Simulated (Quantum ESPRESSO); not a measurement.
# SiC (Moissanite): zone-centre phonons under several settings

```xyz
4
Lattice="3.0760 0.0000 0.0000 -1.5380 2.6639 0.0000 0.0000 0.0000 5.0480" Properties=species:S:1:pos:R:3 pbc="T T T"
Si    1.5380    0.8880    2.5240
Si    0.0000    1.7759    0.0000
C     1.5380    0.8880    4.4675
C     0.0000    1.7759    1.9435
```

All runs used Quantum ESPRESSO 7.5; relaxed cell; no spin polarisation; cutoff 1116 eV; occupations smeared at first, fixed for the response.

```csv
level,potentials,k mesh (s: shifted),volume (Å³/atom),lowest optical mode without the field (cm⁻¹),highest optical mode without the field (cm⁻¹)
LDA,PseudoDojo 0.4.1 SR LDA standard,4 × 4 × 2s,10.12,260,841
PBE,PseudoDojo 0.4.1 SR PBE standard,4 × 4 × 2s,10.50,258,815
PW91,PseudoDojo 0.4.1 SR PBE standard,4 × 4 × 2s,10.52,260,814
BLYP,PseudoDojo 0.4.1 SR PBE standard,4 × 4 × 2s,10.83,268,798
RPBE,PseudoDojo 0.4.1 SR PBE standard,4 × 4 × 2s,10.55,260,812
vdW-DF-cx,PseudoDojo 0.4.1 SR PBE standard,4 × 4 × 2s,10.44,254,819
LDA,PseudoDojo 0.4.1 SR LDA standard,6 × 6 × 4s,10.12,259,843
PBE,PseudoDojo 0.4.1 SR PBE standard,6 × 6 × 4s,10.50,257,817
PW91,PseudoDojo 0.4.1 SR PBE standard,6 × 6 × 4s,10.52,258,817
BLYP,PseudoDojo 0.4.1 SR PBE standard,6 × 6 × 4s,10.83,267,800
RPBE,PseudoDojo 0.4.1 SR PBE standard,6 × 6 × 4s,?,?,?
vdW-DF-cx,PseudoDojo 0.4.1 SR PBE standard,6 × 6 × 4s,10.44,253,822
```

Task: What stands in the row left open?

Result: Volume 10.55 Å³/atom; lowest optical mode without the field 259 cm⁻¹; highest optical mode without the field 814 cm⁻¹.

Caveats: some runs use coarse meshes; the potentials were made for another functional, which shifts forces and pressure (some runs).

For the row left open. Caveat: the potentials were made for another functional, which shifts forces and pressure.
